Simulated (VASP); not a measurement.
Wanted: the native input for a VASP 6.6.1 run.

```
Task                    : density of states
Functional              : PBE
Dispersion              : D4
Potentials or basis     : VASP PAW PBE potentials, release 64 (Sc_sv, Al, N)
Cutoff                  : 520 eV
k mesh                  : 4 × 4 × 4, shifted
Occupations             : gaussian, width 0.01 eV
Spin                    : no spin polarisation
Dipole correction       : no
k mesh for the DOS      : 6 × 6 × 6
Occupations for the DOS : tetrahedron
Further INCAR settings  : ALGO = Normal; EDIFF = 1e-07; NBANDS = 34
```

ScAlN2:

```
Sc Al N
1.0
    -2.19948    2.19948    4.19862
     2.19948   -2.19948    4.19862
     2.19948    2.19948   -4.19862
Sc Al N
2 2 4
Direct
  0.75000 0.25000 0.50000
  0.00000 0.00000 0.00000
  0.25000 0.75000 0.50000
  0.50000 0.50000 0.00000
  0.48751 0.98751 0.50000
  0.26249 0.26249 0.00000
  0.01249 0.51249 0.50000
  0.73751 0.73751 0.00000
```

The cell comes from a database or a generator and needn't be the stable form of this composition.

These files were run (other wordings do the same):

POSCAR

```
ScAlN2
1.0
   -2.1994840000      2.1994840000      4.1986215000
    2.1994840000     -2.1994840000      4.1986215000
    2.1994840000      2.1994840000     -4.1986215000
Sc Al N
2 2 4
Direct
    0.7500000000      0.2500000000      0.5000000000
    0.0000000000      0.0000000000      0.0000000000
    0.2500000000      0.7500000000      0.5000000000
    0.5000000000      0.5000000000      0.0000000000
    0.4875140000      0.9875140000      0.5000000000
    0.2624860000      0.2624860000      0.0000000000
    0.0124860000      0.5124860000      0.5000000000
    0.7375140000      0.7375140000      0.0000000000
```

INCAR.step1

```
PREC = Accurate ; ENCUT = 520
EDIFF = 1E-7 ; ISMEAR = 0
SIGMA = 0.01 ; LREAL = F
LASPH = T ; NELM = 100
ALGO = Normal ; ISIF = 2
LWAVE = F ; LCHARG = T
LMAXMIX = 4 ; GGA = PE
IVDW = 13 ; NBANDS = 34
```

KPOINTS.step1

```
Automatic mesh
0
Gamma
  4 4 4
  0.5 0.5 0.5
```

INCAR.step2

```
PREC = Accurate ; ENCUT = 520
EDIFF = 1E-7 ; ISMEAR = -5
SIGMA = 0.01 ; LREAL = F
LASPH = T ; NELM = 100
ALGO = Normal ; ISIF = 2
LWAVE = F ; LCHARG = F
LMAXMIX = 4 ; GGA = PE
IVDW = 13 ; LORBIT = 11
NBANDS = 34 ; NEDOS = 2001
ICHARG = 11
```

KPOINTS.step2

```
Automatic mesh
0
Gamma
  6 6 6
```

Potentials or basis: VASP PAW PBE potentials, release 64 (Sc_sv, Al, N).

The run is started by

```console
$ cat potpaw_PBE.64/Sc_sv/POTCAR potpaw_PBE.64/Al/POTCAR potpaw_PBE.64/N/POTCAR > POTCAR
$ cp INCAR.step1 INCAR
$ cp KPOINTS.step1 KPOINTS
$ mpirun -np 1 vasp_std > vasp.out
$ cp INCAR.step2 INCAR
$ cp KPOINTS.step2 KPOINTS
$ mpirun -np 1 vasp_std > vasp.out
```

It gave:

```json
{"Valence electrons inside the program's atomic spheres": "Sc 9.69; Al 0.66; N 3.76", "Dispersion energy per atom": "-0.349 eV"}
```

Run time: 76 s on 1 thread of Intel(R) Xeon(R) 6975P-C (Granite Rapids), on a shared host, peak memory 0.26 GiB.
